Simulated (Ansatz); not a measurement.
input.yaml

```yaml
crystal:
  lattice:
    - [3.656765575, 0.0, 0.0]
    - [0.0, 3.674258552, 0.0]
    - [0.0, 0.0, 31.4530958601]
  atoms:
    - { symbol: Si, position: [0.25, 0.5, 0.2702436682] }
    - { symbol: Si, position: [0.75, 0.0, 0.2704583514] }
    - { symbol: Zr, position: [0.75, 0.5, 0.3376312043] }
    - { symbol: Si, position: [0.25, 0.0, 0.3611375859] }
    - { symbol: Si, position: [0.75, 0.0, 0.4111138191] }
    - { symbol: Zr, position: [0.25, 0.5, 0.4346202008] }
    - { symbol: Si, position: [0.25, 0.0, 0.5024279006] }
    - { symbol: Si, position: [0.75, 0.5, 0.5023556793] }
    - { symbol: Zr, position: [0.75, 0.0, 0.5691137127] }
    - { symbol: Si, position: [0.25, 0.5, 0.5953667887] }
    - { symbol: Si, position: [0.75, 0.5, 0.6480932133] }
    - { symbol: Zr, position: [0.25, 0.0, 0.6619846606] }
    - { symbol: H, position: [0.75, 0.25, 0.6829682866] }
basis:
  ecutwfc: 420
kpoints:
  mp_grid: { grid: [8, 8, 1] }
hamiltonian:
  xc: pbesol
scf:
  occupations: { method: gaussian, width: 0.1 }
output:
  forces: true
  eigenvalues: true
  write_density: true
  write_potential: true
  elf: true
  volumetric_format: npy
relax:
  adjacent_minimum: "off"
  f_tol: 0.02
  max_steps: 25
  constraints:
    - { sites: [0, 1, 2, 3, 4, 5, 6, 7, 8, 9, 10, 11] }
    - { site: 12, fix: xy }
efield:
  axis: 3
  dipole_correction: true
  ramp_width: 0.04
```

Launched with
```bash
ansatz run input.yaml --threads 2 --pin off --max-ram 5120MiB --backend cpu --events-out ev --progress --plain --runs-dir out
```

Theory: DFT PBEsol, scalar-relativistic, plane waves, PAW (Ansatz).

Part of what the program printed, abridged:

```
Pseudopotentials: kind: paw
Pseudopotential: Si, paw, valence charge 4, recommended cutoff 420 eV (normal)
Pseudopotential: Zr, paw, valence charge 12, recommended cutoff 420 eV (normal)
Pseudopotential: H, paw, valence charge 1, recommended cutoff 420 eV (normal)
Functional definition: PBEsol
Crystal: 13 atoms, lattice volume = 422.601 Å³
Basis set: ecut = 420 eV, 8241 PW (Γ), exchange–correlation on 50×50×432 points (8 copies of the dense FFT grid, shifted against one another)
Bands: 54, of which v1, the nominal top of the filled ones, is band 41 counted from 1 (40 counted from 0)
Symmetry: 2 space group operations
Space group: Pm (ITA 6), of the structure as read, at distance tolerance 7.5e-5 Å
k-points: 25 of 64 (time reversal used)
Initial density: superposition of atomic densities (neutral atoms: chi_scale 0, normalization atom), corrected by the library's trained network
Initial wavefunctions: pseudopotential atomic-orbital guess
Functional: x = pbesol(κ = 0.804, μ = 0.12345679), c = pbesol(β = 0.046)
SCF iter   1: F=—  HF=-21507.325145 eV  |F-HF|=—  |Δ(HF+E_count)|=         —  Δρ=5.18e-3  dr2=4.22e0  ethr=1.77e-3  p=0.131 e·Å  D=5.61e-2 V/Å  ΔV_dip=-1.76 eV  dr2_dipole=2.51e0  V_vac-E_F(+/−)=3.45/5.21 eV  ⟨swp⟩=10.8  Hψ=7635  notcnv=0  defer=13
efield: sawtooth ramp at fractional position 0.9566 (placed from the atoms, in the widest stretch of the axis that holds none; the zero of the levels goes with the place), width 0.0400; the density the first Hamiltonian is built on has a dipole p = 0.131 e·Å; the dipole correction subtracts the counter field D = 5.61e-2 V/Å, which shifts the + side's vacuum level by -1.76 eV against the − side's; the planar-averaged density in the ramp window peaks in size at 4.4e-6 e/Å³
SCF iter   2: F=—  HF=-21507.256369 eV  |F-HF|=—  |Δ(HF+E_count)|=   6.88e-2  Δρ=1.66e-3  dr2=8.77e-2  ethr=1.77e-3  p=0.137 e·Å  D=5.88e-2 V/Å  ΔV_dip=-1.85 eV  dr2_dipole=9.82e-3  V_vac-E_F(+/−)=3.44/5.29 eV  ⟨swp⟩=1.6  Hψ=1612  notcnv=0  defer=45
SCF iter   3: F=—  HF=-21507.257028 eV  |F-HF|=—  |Δ(HF+E_count)|=   6.59e-4  Δρ=1.33e-3  dr2=6.22e-2  ethr=1.08e-4  p=0.142 e·Å  D=6.08e-2 V/Å  ΔV_dip=-1.91 eV  dr2_dipole=1.95e-3  V_vac-E_F(+/−)=3.35/5.26 eV  ⟨swp⟩=2.5  Hψ=2173  notcnv=0  defer=113
SCF iter   4: F=—  HF=-21507.249605 eV  |F-HF|=—  |Δ(HF+E_count)|=   7.42e-3  Δρ=2.50e-4  dr2=2.68e-3  ethr=7.68e-5  p=0.144 e·Å  D=6.16e-2 V/Å  ΔV_dip=-1.94 eV  dr2_dipole=6.19e-4  V_vac-E_F(+/−)=3.33/5.27 eV  ⟨swp⟩=2.2  Hψ=1756  notcnv=0  defer=89
SCF iter   5: F=—  HF=-21507.249347 eV  |F-HF|=—  |Δ(HF+E_count)|=   2.58e-4  Δρ=7.46e-5  dr2=1.15e-4  ethr=3.31e-6  p=0.146 e·Å  D=6.25e-2 V/Å  ΔV_dip=-1.96 eV  dr2_dipole=2.92e-5  V_vac-E_F(+/−)=3.30/5.27 eV  ⟨swp⟩=2.3  Hψ=1854  notcnv=0  defer=65
SCF iter   6: F=-21507.249347 eV  HF=-21507.249352 eV  |F-HF|=4.67e-6  |Δ(HF+E_count)|=   4.59e-6  Δρ=2.54e-5  dr2=8.97e-6  ethr=1.23e-8  p=0.147 e·Å  D=6.28e-2 V/Å  ΔV_dip=-1.97 eV  dr2_dipole=2.13e-8  V_vac-E_F(+/−)=3.30/5.27 eV  ⟨swp⟩=26.7  Hψ=16034  notcnv=0
SCF iter   7: F=-21507.249352 eV  HF=-21507.249352 eV  |F-HF|=8.15e-7  |Δ(HF+E_count)|=   7.90e-7  Δρ=9.20e-6  dr2=1.51e-6  ethr=1.11e-8  p=0.147 e·Å  D=6.29e-2 V/Å  ΔV_dip=-1.98 eV  dr2_dipole=9.58e-9  V_vac-E_F(+/−)=3.29/5.27 eV  ⟨swp⟩=15.1  Hψ=12451  notcnv=0
SCF iter   8: F=-21507.249352 eV  HF=-21507.249353 eV  |F-HF|=2.22e-8  |Δ(HF+E_count)|=   1.45e-7  Δρ=3.27e-6  dr2=1.62e-7  ethr=1.87e-9  p=0.147 e·Å  D=6.30e-2 V/Å  ΔV_dip=-1.98 eV  dr2_dipole=1.98e-8  V_vac-E_F(+/−)=3.29/5.27 eV  ⟨swp⟩=12.0  Hψ=11157  notcnv=0
SCF 1 converged in 8 iterations: F = -21507.249352 eV  dr2 = 1.62e-7
relax step   1: F+E_penalty+E_count = -21507.24935250 eV  Δ(F+E_penalty+E_count) = +0.000e0 eV  max|allowed force component| = 2.552e0 eV/Å  Δτ_max = 0.0000 Å  (8 SCF iters, dr2 threshold 1.00e-5 eV, accepted)
Initial density: handed on by an earlier stage of this run
Initial wavefunctions: those handed on with the density
SCF iter   1: F=—  HF=-21507.513507 eV  |F-HF|=—  |Δ(HF+E_count)|=         —  Δρ=3.62e-3  dr2=5.97e-2  ethr=6.90e-5  p=0.147 e·Å  D=6.30e-2 V/Å  ΔV_dip=-1.98 eV  dr2_dipole=1.64e-2  V_vac-E_F(+/−)=3.30/5.28 eV  ⟨swp⟩=2.0  Hψ=4467  notcnv=0  defer=138
efield: sawtooth ramp at fractional position 0.9566 (handed on by an earlier solve), width 0.0400; the density the first Hamiltonian is built on has a dipole p = 0.147 e·Å; the dipole correction subtracts the counter field D = 6.30e-2 V/Å, which shifts the + side's vacuum level by -1.98 eV against the − side's; the planar-averaged density in the ramp window peaks in size at 4.7e-7 e/Å³
SCF iter   2: F=—  HF=-21507.502945 eV  |F-HF|=—  |Δ(HF+E_count)|=   1.06e-2  Δρ=8.88e-4  dr2=6.08e-3  ethr=6.90e-5  p=0.141 e·Å  D=6.02e-2 V/Å  ΔV_dip=-1.89 eV  dr2_dipole=4.17e-4  V_vac-E_F(+/−)=3.38/5.27 eV  ⟨swp⟩=2.1  Hψ=1806  notcnv=0  defer=138
SCF iter   3: F=—  HF=-21507.501496 eV  |F-HF|=—  |Δ(HF+E_count)|=   1.45e-3  Δρ=3.44e-4  dr2=9.78e-4  ethr=7.51e-6  p=0.140 e·Å  D=5.98e-2 V/Å  ΔV_dip=-1.88 eV  dr2_dipole=9.97e-8  V_vac-E_F(+/−)=3.39/5.27 eV  ⟨swp⟩=2.8  Hψ=2286  notcnv=0  defer=137
SCF iter   4: F=—  HF=-21507.501220 eV  |F-HF|=—  |Δ(HF+E_count)|=   2.77e-4  Δρ=7.65e-5  dr2=6.10e-5  ethr=1.21e-6  p=0.139 e·Å  D=5.96e-2 V/Å  ΔV_dip=-1.88 eV  dr2_dipole=4.80e-6  V_vac-E_F(+/−)=3.39/5.27 eV  ⟨swp⟩=2.9  Hψ=2439  notcnv=0  defer=136
SCF iter   5: F=-21507.501211 eV  HF=-21507.501215 eV  |F-HF|=4.04e-6  |Δ(HF+E_count)|=   4.30e-6  Δρ=2.91e-5  dr2=1.13e-5  ethr=7.53e-8  p=0.139 e·Å  D=5.95e-2 V/Å  ΔV_dip=-1.87 eV  dr2_dipole=7.84e-7  V_vac-E_F(+/−)=3.40/5.27 eV  ⟨swp⟩=26.7  Hψ=16845  notcnv=0
SCF 2 converged in 5 iterations: F = -21507.501211 eV  dr2 = 1.13e-5
relax step   2: F+E_penalty+E_count = -21507.50121142 eV  Δ(F+E_penalty+E_count) = -2.519e-1 eV  max|allowed force component| = 1.233e0 eV/Å  Δτ_max = 0.1358 Å  (5 SCF iters, dr2 threshold 1.00e-4 eV, accepted)
SCF iter   1: F=—  HF=-21507.621519 eV  |F-HF|=—  |Δ(HF+E_count)|=         —  Δρ=3.44e-3  dr2=7.01e-2  ethr=9.36e-4  p=0.139 e·Å  D=5.95e-2 V/Å  ΔV_dip=-1.87 eV  dr2_dipole=2.57e-2  V_vac-E_F(+/−)=3.41/5.28 eV  ⟨swp⟩=2.9  Hψ=2582  notcnv=0  defer=140
efield: sawtooth ramp at fractional position 0.9566 (handed on by an earlier solve), width 0.0400; the density the first Hamiltonian is built on has a dipole p = 0.139 e·Å; the dipole correction subtracts the counter field D = 5.95e-2 V/Å, which shifts the + side's vacuum level by -1.87 eV against the − side's; the planar-averaged density in the ramp window peaks in size at 2.8e-7 e/Å³
SCF iter   2: F=—  HF=-21507.608609 eV  |F-HF|=—  |Δ(HF+E_count)|=   1.29e-2  Δρ=8.10e-4  dr2=9.66e-3  ethr=8.66e-5  p=0.132 e·Å  D=5.63e-2 V/Å  ΔV_dip=-1.77 eV  dr2_dipole=3.53e-3  V_vac-E_F(+/−)=3.50/5.27 eV  ⟨swp⟩=2.4  Hψ=2248  notcnv=0  defer=132
SCF iter   3: F=—  HF=-21507.607631 eV  |F-HF|=—  |Δ(HF+E_count)|=   9.78e-4  Δρ=4.46e-4  dr2=1.84e-3  ethr=1.19e-5  p=0.128 e·Å  D=5.48e-2 V/Å  ΔV_dip=-1.73 eV  dr2_dipole=1.03e-4  V_vac-E_F(+/−)=3.54/5.27 eV  ⟨swp⟩=2.5  Hψ=2203  notcnv=0  defer=132
SCF iter   4: F=—  HF=-21507.607180 eV  |F-HF|=—  |Δ(HF+E_count)|=   4.51e-4  Δρ=1.45e-4  dr2=2.76e-4  ethr=2.27e-6  p=0.127 e·Å  D=5.42e-2 V/Å  ΔV_dip=-1.71 eV  dr2_dipole=8.15e-8  V_vac-E_F(+/−)=3.56/5.27 eV  ⟨swp⟩=2.9  Hψ=2488  notcnv=0  defer=132
SCF iter   5: F=-21507.607109 eV  HF=-21507.607133 eV  |F-HF|=2.39e-5  |Δ(HF+E_count)|=   4.66e-5  Δρ=4.35e-5  dr2=4.67e-5  ethr=1.17e-7  p=0.126 e·Å  D=5.38e-2 V/Å  ΔV_dip=-1.69 eV  dr2_dipole=1.92e-8  V_vac-E_F(+/−)=3.58/5.27 eV  ⟨swp⟩=25.2  Hψ=16136  notcnv=0
SCF 3 converged in 5 iterations: F = -21507.607109 eV  dr2 = 4.67e-5
relax step   3: F+E_penalty+E_count = -21507.60710923 eV  Δ(F+E_penalty+E_count) = -1.059e-1 eV  max|allowed force component| = 2.287e-1 eV/Å  Δτ_max = 0.1531 Å  (5 SCF iters, dr2 threshold 9.51e-5 eV, accepted)
SCF iter   1: F=—  HF=-21507.614037 eV  |F-HF|=—  |Δ(HF+E_count)|=         —  Δρ=9.82e-4  dr2=7.23e-3  ethr=9.05e-5  p=0.126 e·Å  D=5.38e-2 V/Å  ΔV_dip=-1.69 eV  dr2_dipole=3.01e-3  V_vac-E_F(+/−)=3.58/5.27 eV  ⟨swp⟩=2.0  Hψ=2530  notcnv=0  defer=68
efield: sawtooth ramp at fractional position 0.9566 (handed on by an earlier solve), width 0.0400; the density the first Hamiltonian is built on has a dipole p = 0.126 e·Å; the dipole correction subtracts the counter field D = 5.38e-2 V/Å, which shifts the + side's vacuum level by -1.69 eV against the − side's; the planar-averaged density in the ramp window peaks in size at 8.0e-7 e/Å³
SCF iter   2: F=—  HF=-21507.612707 eV  |F-HF|=—  |Δ(HF+E_count)|=   1.33e-3  Δρ=2.32e-4  dr2=9.80e-4  ethr=8.92e-6  p=0.122 e·Å  D=5.23e-2 V/Å  ΔV_dip=-1.64 eV  dr2_dipole=4.12e-4  V_vac-E_F(+/−)=3.63/5.27 eV  ⟨swp⟩=2.4  Hψ=2140  notcnv=0  defer=68
SCF iter   3: F=—  HF=-21507.612351 eV  |F-HF|=—  |Δ(HF+E_count)|=   3.56e-4  Δρ=1.33e-4  dr2=1.90e-4  ethr=1.21e-6  p=0.120 e·Å  D=5.15e-2 V/Å  ΔV_dip=-1.62 eV  dr2_dipole=9.55e-6  V_vac-E_F(+/−)=3.65/5.27 eV  ⟨swp⟩=2.5  Hψ=1961  notcnv=0  defer=68
SCF iter   4: F=—  HF=-21507.612315 eV  |F-HF|=—  |Δ(HF+E_count)|=   3.65e-5  Δρ=5.02e-5  dr2=4.54e-5  ethr=2.35e-7  p=0.120 e·Å  D=5.12e-2 V/Å  ΔV_dip=-1.61 eV  dr2_dipole=2.52e-8  V_vac-E_F(+/−)=3.66/5.27 eV  ⟨swp⟩=2.8  Hψ=2369  notcnv=0  defer=68
SCF iter   5: F=—  HF=-21507.612308 eV  |F-HF|=—  |Δ(HF+E_count)|=   6.31e-6  Δρ=1.52e-5  dr2=7.21e-6  ethr=5.61e-8  p=0.119 e·Å  D=5.10e-2 V/Å  ΔV_dip=-1.60 eV  dr2_dipole=1.90e-9  V_vac-E_F(+/−)=3.67/5.27 eV  ⟨swp⟩=2.3  Hψ=2121  notcnv=0  defer=68
SCF iter   6: F=-21507.612307 eV  HF=-21507.612308 eV  |F-HF|=1.47e-6  |Δ(HF+E_count)|=   8.19e-8  Δρ=1.10e-5  dr2=2.02e-6  ethr=4.04e-9  p=0.119 e·Å  D=5.08e-2 V/Å  ΔV_dip=-1.60 eV  dr2_dipole=1.44e-7  V_vac-E_F(+/−)=3.67/5.27 eV  ⟨swp⟩=22.7  Hψ=13834  notcnv=0
SCF 4 converged in 6 iterations: F = -21507.612307 eV  dr2 = 2.02e-6
relax step   4: F+E_penalty+E_count = -21507.61230670 eV  Δ(F+E_penalty+E_count) = -5.197e-3 eV  max|allowed force component| = 1.083e-2 eV/Å  Δτ_max = 0.0495 Å  (6 SCF iters, dr2 threshold 3.27e-6 eV, accepted)
SCF iter   1: F=—  HF=-21507.612331 eV  |F-HF|=—  |Δ(HF+E_count)|=         —  Δρ=1.11e-5  dr2=2.03e-6  ethr=2.51e-9  p=0.119 e·Å  D=5.08e-2 V/Å  ΔV_dip=-1.60 eV  dr2_dipole=1.50e-7  V_vac-E_F(+/−)=3.67/5.27 eV  ⟨swp⟩=1.0  Hψ=3350  notcnv=0
efield: sawtooth ramp at fractional position 0.9566 (handed on by an earlier solve), width 0.0400; the density the first Hamiltonian is built on has a dipole p = 0.119 e·Å; the dipole correction subtracts the counter field D = 5.08e-2 V/Å, which shifts the + side's vacuum level by -1.60 eV against the − side's; the planar-averaged density in the ramp window peaks in size at 8.6e-7 e/Å³
SCF iter   2: F=—  HF=-21507.612308 eV  |F-HF|=—  |Δ(HF+E_count)|=   2.31e-5  Δρ=1.11e-5  dr2=2.04e-6  ethr=2.51e-9  p=0.118 e·Å  D=5.07e-2 V/Å  ΔV_dip=-1.60 eV  dr2_dipole=5.36e-9  V_vac-E_F(+/−)=3.67/5.27 eV  ⟨swp⟩=2.0  Hψ=2115  notcnv=0
SCF iter   3: F=—  HF=-21507.612308 eV  |F-HF|=—  |Δ(HF+E_count)|=   3.00e-7  Δρ=1.99e-6  dr2=1.34e-7  ethr=2.51e-9  p=0.118 e·Å  D=5.07e-2 V/Å  ΔV_dip=-1.60 eV  dr2_dipole=1.47e-8  V_vac-E_F(+/−)=3.67/5.27 eV  ⟨swp⟩=2.0  Hψ=1954  notcnv=0
SCF iter   4: F=-21507.612308 eV  HF=-21507.612308 eV  |F-HF|=1.74e-8  |Δ(HF+E_count)|=   4.22e-9  Δρ=1.35e-6  dr2=2.48e-8  ethr=1.23e-10  p=0.118 e·Å  D=5.07e-2 V/Å  ΔV_dip=-1.59 eV  dr2_dipole=8.10e-9  V_vac-E_F(+/−)=3.68/5.27 eV  ⟨swp⟩=12.5  Hψ=10294  notcnv=0
SCF 5 converged in 4 iterations: F = -21507.612308 eV  dr2 = 2.48e-8
relax step   5: F+E_penalty+E_count = -21507.61230795 eV  Δ(F+E_penalty+E_count) = -1.251e-6 eV  max|allowed force component| = 1.113e-2 eV/Å  Δτ_max = 0.0000 Å  (4 SCF iters, accepted)
SCF converged after 4 iterations
Free energy (F): -21507.612308 eV
Harris-Foulkes:  -21507.612308 eV  (|F-HF|=1.74e-8)
Internal energy: -21507.581658 eV  (E = F + TS)
E sigma→0 (E₀):  -21507.596983 eV
Entropy (-TS):   -0.030650 eV (-2.358 meV/atom)
Fermi energy:    3.579271 eV
Dipole field:    D = 0.050595 V/Å  (p = 0.118161 e·Å, saw-weighted, corrected)
Work function:   Φ+ = 3.6774 eV   Φ− = 5.2687 eV
Levels:          The Fermi level and band energies are counted from a zero that moves with the ramp; work functions are not
--- Per-component energies (eV) ---
  E_band       = -951.388572
  E_kinetic    = 1686.201443
  E_local      = -70797.892762  (includes V_loc(G=0)·N_el)
  E_nonlocal   = 532.472356
  E_hartree    = 34567.874319
  E_xc         = -1098.927848
  E_vxc        = -1161.749532  (∫ρ·V_xc dr)
  E_paw        = -15591.354951  (= ΣΔE_a)
  E_vpaw       = -345.596876  (= ΣTr[D̂ρ^β])
  E_aug_tail   = -0.000933  (compensation charges beyond the density's cutoff)
  E_efield     = 0.002989  (sawtooth field / dipole correction)
  E_vefield    = -0.588597  (∫n·V_field dr)
  E_ewald      = 29193.128360
  E_core_change = 0.915367  (= ΣΔE_core)
  E_smearing   = -0.030650  (= −TS)
--- Forces (eV/Å), atoms counted from 1 ---
  atom   1  Si     0.00000000     0.00627792    -0.16617220
  atom   2  Si     0.00000000    -0.00918393    -0.23866580
  atom   3  Zr     0.00000000     0.00193558     0.68614313
  atom   4  Si     0.00000000     0.00418987    -0.35514173
  atom   5  Si     0.00000000     0.00629522     0.06312245
  atom   6  Zr     0.00000000    -0.02909433     0.03002880
  atom   7  Si     0.00000000    -0.01216560    -0.02198266
  atom   8  Si     0.00000000     0.00769684     0.00223624
  atom   9  Zr     0.00000000     0.17811079     0.13413020
  atom  10  Si     0.00000000     0.14984650    -0.15120685
  atom  11  Si     0.00000000     0.29917863    -0.27030397
  atom  12  Zr     0.00000000     0.19971892     0.29896766
  atom  13  H      0.00000000    -0.80282538    -0.01113037
--- Band table (eV; the first three rows and the last of 25) ---
  k-point 0: bands = ["-45.0424", "-44.8181", "-44.7630", "-44.7327", "-23.3105", "-23.1345", "-23.0938", "-23.0872", "-22.9404", "-22.9201", "-22.9075", "-22.8923", "-22.8735", "-22.8281", "-22.8196", "-22.8168", "-8.2704", "-7.8191", "-7.3239", "-6.7203", "-4.5149", "-3.4872", "-1.2790", "-0.1379", "0.2486", "0.6795", "0.8214", "0.8247", "1.1174", "1.1742", "1.3156", "1.4157", "1.4831", "1.4917", "1.7037", "1.9333", "2.0728", "2.1908", "2.7532", "3.7267", "4.1068", "4.4828", "4.8367", "4.8738", "5.2135", "5.3290", "5.4445", "5.5255", "5.6830", "5.8278", "6.2127", "6.2305", "6.4831", "6.6162"]
  k-point 1: bands = ["-45.0409", "-44.8166", "-44.7615", "-44.7312", "-23.3069", "-23.1316", "-23.1177", "-23.0891", "-22.9707", "-22.9167", "-22.9047", "-22.9025", "-22.8891", "-22.8450", "-22.8255", "-22.8169", "-8.0910", "-7.6594", "-7.1791", "-6.6144", "-4.3701", "-3.3131", "-1.3606", "-0.7747", "-0.2860", "-0.0954", "0.8184", "0.8785", "0.9007", "1.0747", "1.0911", "1.2240", "1.3651", "1.6351", "1.9816", "2.0217", "2.1549", "2.5948", "3.0272", "3.9931", "4.3125", "4.4293", "4.4874", "4.6274", "4.6568", "4.8767", "4.9334", "5.5215", "5.6395", "5.9256", "6.0353", "6.3546", "6.5150", "6.7375"]
  k-point 2: bands = ["-45.0372", "-44.8128", "-44.7579", "-44.7277", "-23.2987", "-23.1900", "-23.1245", "-23.0785", "-23.0420", "-22.9714", "-22.9132", "-22.9074", "-22.8977", "-22.8813", "-22.8191", "-22.8103", "-7.5861", "-7.2319", "-6.7810", "-6.2984", "-3.9986", "-2.8645", "-2.3957", "-1.7308", "-1.5117", "-0.7822", "0.1609", "0.7272", "0.7986", "0.8098", "1.1483", "1.3358", "1.4985", "1.7774", "2.2432", "2.2947", "2.4014", "2.9274", "3.3751", "3.5932", "3.5947", "3.9067", "4.1456", "4.3221", "4.5854", "4.8887", "5.0288", "5.2591", "5.5863", "5.7136", "5.8861", "6.6576", "6.6946", "7.0770"]
  k-point 24: bands = ["-45.0210", "-44.7964", "-44.7435", "-44.7128", "-23.3163", "-23.2686", "-23.2387", "-23.1016", "-23.0871", "-23.0411", "-23.0350", "-22.9761", "-22.9717", "-22.9220", "-22.9199", "-22.8628", "-5.4848", "-4.9766", "-4.9265", "-4.6849", "-3.5191", "-3.4995", "-2.8291", "-2.8264", "-2.0317", "-1.9948", "-1.5867", "-1.4313", "-1.4187", "0.0890", "0.0978", "0.2156", "0.3306", "0.6605", "0.6952", "0.7084", "1.6505", "1.6849", "1.7253", "3.2328", "3.2615", "3.7009", "5.7297", "5.9985", "6.1140", "6.3144", "6.5615", "6.5898", "7.0057", "7.0269", "7.1053", "7.1922", "7.2452", "7.2699"]
--- Relaxed structure (5 steps of the walk, 5 accepted, 0 SCFs on fresh bases) ---
  F+E_penalty+E_count = -21507.61230795 eV   max|allowed force component| = 1.113e-2 eV/Å
  atoms:
    - { symbol: Si, position: [0.25000000, 0.5, 0.27024366] }
    - { symbol: Si, position: [0.75000000, 0.0, 0.2704583514] }
    - { symbol: Zr, position: [0.75000000, 0.5, 0.3376312043] }
    - { symbol: Si, position: [0.25000000, 0.0, 0.3611375859] }
    - { symbol: Si, position: [0.75000000, 0.0, 0.4111138191] }
    - { symbol: Zr, position: [0.25000000, 0.5, 0.4346202008] }
    - { symbol: Si, position: [0.25000000, 0.0, 0.5024279006] }
    - { symbol: Si, position: [0.75000000, 0.5, 0.5023556793] }
    - { symbol: Zr, position: [0.75000000, 0.0, 0.5691137127] }
    - { symbol: Si, position: [0.25000000, 0.5, 0.5953667887] }
    - { symbol: Si, position: [0.75000000, 0.5, 0.6480932133] }
    - { symbol: Zr, position: [0.25000000, 0.0, 0.6619846606] }
    - { symbol: H, position: [0.75000000, 0.25, 0.69372487] }
```

The relaxation met its thresholds.

Time: 3 min on 2 threads of Arm Neoverse V2, on a shared host, peak memory 0.86 GiB.